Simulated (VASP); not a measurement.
# SrO (P6_3/mmc) in VASP: notebook, part 2 of 2

VASP 6.6.1. The steps go on from the part before.

**3. Single point, PBE**

File INCAR:

```
SYSTEM = SrO
ALGO     = Normal         ! electronic algorithm
EDIFF    = 1E-6           ! SCF threshold, eV
ENCUT    = 520            ! plane-wave cutoff, eV
GGA      = PE             ! functional
ISIF     = 2              ! what is computed and relaxed
ISMEAR   = 0              ! smearing method
LASPH    = .TRUE.         ! aspherical terms in the spheres
LCHARG   = .TRUE.         ! write CHGCAR
LELF     = .TRUE.         ! ELF
LREAL    = .FALSE.        ! projectors in reciprocal space
LVHAR    = .TRUE.       
LWAVE    = .FALSE.        ! write WAVECAR
NBANDS   = 24             ! bands
NELM     = 60             ! most SCF steps
PREC     = Accurate       ! precision mode
SIGMA    = 0.01           ! smearing width, eV
```

File KPOINTS:

```
k-points
0
G
  6 6 4
  0 0 0
```

File POSCAR:

```
SrO
1.0
    4.2700252630      0.0000000000      0.0000000000
   -2.1350126315      3.6979503526      0.0000000000
    0.0000000000      0.0000000000      5.1444570048
Sr O
2 2
Direct
    0.3333333333      0.6666666667      0.2500000000
    0.6666666667      0.3333333333      0.7500000000
    0.6666666667      0.3333333333      0.2500000000
    0.3333333333      0.6666666667      0.7500000000
```

Potentials or basis: VASP PAW PBE potentials, release 64 (Sr_sv, O).

On the command line:

```sh
$ cat potpaw_PBE.64/Sr_sv/POTCAR potpaw_PBE.64/O/POTCAR > POTCAR
$ mpirun -np 1 vasp_std > vasp.out
```

OUTCAR:

```text
SYSTEM = SrO
   EDIFF = 1E-6
   ENCUT = 520
   GGA = PE
   ISIF = 2
   ISMEAR = 0
   LASPH = .TRUE.
   LREAL = .FALSE.
   NELM = 60
   PREC = Accurate

 ion  position               nearest neighbor table
   1  0.333  0.667  0.250-   3 2.47   3 2.47   3 2.47   4 2.57   4 2.57   2 3.56   2 3.56   2 3.56
                             2 3.56   2 3.56   2 3.56
   2  0.667  0.333  0.750-   4 2.47   4 2.47   4 2.47   3 2.57   3 2.57   1 3.56   1 3.56   1 3.56
                             1 3.56   1 3.56   1 3.56
   3  0.667  0.333  0.250-   1 2.47   1 2.47   1 2.47   2 2.57   2 2.57
   4  0.333  0.667  0.750-   2 2.47   2 2.47   2 2.47   1 2.57   1 2.57

  LATTYP: Found a hexagonal cell.
 ALAT       =     4.2700252630
 C/A-ratio  =     1.2047837397

  Lattice vectors:

 A1 = (   4.2700252630,   0.0000000000,   0.0000000000)
 A2 = (  -2.1350126315,   3.6979503526,   0.0000000000)
 A3 = (   0.0000000000,   0.0000000000,   5.1444570048)

Analysis of symmetry for initial positions (statically):
=====================================================================
 Subroutine PRICEL returns:
[... 172 lines left out ...]

  energy without entropy =      -23.89444107  energy(sigma->0) =      -23.89444107

 E-fermi :   0.8960     XC(G=0):  -8.9596

 val. band max:        0.7839351126   @ k =   0.0000   0.0000   0.0000
 cond. band min:       3.4226150897   @ k =   0.0000   0.0000   0.0000
 fundamental gap:      2.6386799771
 Fermi energy:         0.8960031824

 k-point     1 :       0.0000    0.0000    0.0000
  band No.  band energies     occupation
      1     -31.6214      2.00000
      2     -31.4528      2.00000
      3     -14.2566      2.00000
      4     -14.2546      2.00000
      5     -14.1596      2.00000
      6     -13.7617      2.00000
[... 556 lines left out ...]
     23      10.0245      0.00000
     24      10.0245      0.00000

------------------------ aborting loop because EDIFF is reached ----------------------------------------

  FORCE on cell =-STRESS in cart. coord.  units (eV):
  Direction    XX          YY          ZZ          XY          YZ          ZX
  --------------------------------------------------------------------------------------
  -------------------------------------------------------------------------------------
  Total        0.7964255      0.7964255      1.0277124      0.0000000      0.0000000      0.0000000
  in kB       15.7081368     15.7081368     20.2698775      0.0000000      0.0000000      0.0000000
  external PRESSURE =      17.2287171 kB  Pullay stress =       0.0000000 kB

 VOLUME and BASIS-vectors are now :
 -----------------------------------------------------------------------------
  energy-cutoff  :      520.00
  volume of cell :       81.23
      direct lattice vectors                 reciprocal lattice vectors
     4.270025263  0.000000000  0.000000000     0.234190652  0.135210036  0.000000000
    -2.135012631  3.697950353  0.000000000     0.000000000  0.270420072  0.000000000
     0.000000000  0.000000000  5.144457005     0.000000000  0.000000000  0.194383975

 POSITION                                       TOTAL-FORCE (eV/Angst)
 -----------------------------------------------------------------------------------
     -0.00000      2.46530      1.28611        -0.000000      0.000000      0.000000
      2.13501      1.23265      3.85834        -0.000000     -0.000000      0.000000
      2.13501      1.23265      1.28611         0.000000     -0.000000      0.000000
     -0.00000      2.46530      3.85834         0.000000      0.000000      0.000000
 -----------------------------------------------------------------------------------
    total drift:                               -0.000000     -0.000000     -0.000000

  FREE ENERGIE OF THE ION-ELECTRON SYSTEM (eV)
  ---------------------------------------------------
  free  energy   TOTEN  =       -23.8944410726 eV

  energy  without entropy=      -23.8944410726  energy(sigma->0) =      -23.89444107
```

It took 30 s on 1 thread of Intel Xeon 6975P-C (Granite Rapids), shared host; peak memory 0.2 GiB.

Results:

```yaml
Free_energy: -23.8944 eV
Pressure: 1.7 GPa
Band_gap_on_the_k_mesh: 2.64 eV, direct
```

PBE gaps usually lie below the measured ones, often by a third to a half.

**4. Single point, LDA**

File INCAR:

```
SYSTEM = SrO
PREC = Accurate
ENCUT = 520
EDIFF = 1E-7
ISMEAR = 0
SIGMA = 0.01
LREAL = .FALSE.
LASPH = .TRUE.
NELM = 60
ALGO = Normal
ISIF = 2
LWAVE = .FALSE.
LCHARG = .FALSE.
GGA = CA
NBANDS = 24
```

File KPOINTS:

```
regular mesh
0
G
  6 6 4
  0 0 0
```

POSCAR is that of step 3.

Potentials or basis: VASP PAW LDA potentials, release 64 (Sr_sv, O).

On the command line:

```sh
$ cat potpaw_LDA.64/Sr_sv/POTCAR potpaw_LDA.64/O/POTCAR > POTCAR
$ mpirun -np 1 vasp_std > vasp.out
```

Run time: 36 s. Hardware: 1 thread of Intel Xeon 6975P-C (Granite Rapids), shared host; peak memory 0.18 GiB.

It converged, with:

```
Free energy            : -26.3556 eV
Pressure               : -3.6 GPa
Band gap on the k mesh : 2.46 eV, direct
```

Stress tensor (GPa, compression positive):
```
-3.50  0.00  0.00
 0.00 -3.50  0.00
 0.00  0.00 -3.90
```

Levels at points of the mesh, in eV from the valence-band top:
```csv
k point,band 14,band 15,band 16,band 17,band 18,band 19
"(0.00, 0.00, 0.00)",-0.90,-0.33,0.00,2.46,6.00,6.00
"(0.50, 0.00, 0.00)",-0.36,-0.35,-0.27,4.15,4.68,4.92
"(0.00, 0.00, 0.50)",-1.12,-1.12,-1.12,4.17,4.17,7.78
"(0.50, 0.00, 0.50)",-0.92,-0.44,-0.44,4.78,4.78,7.29
```
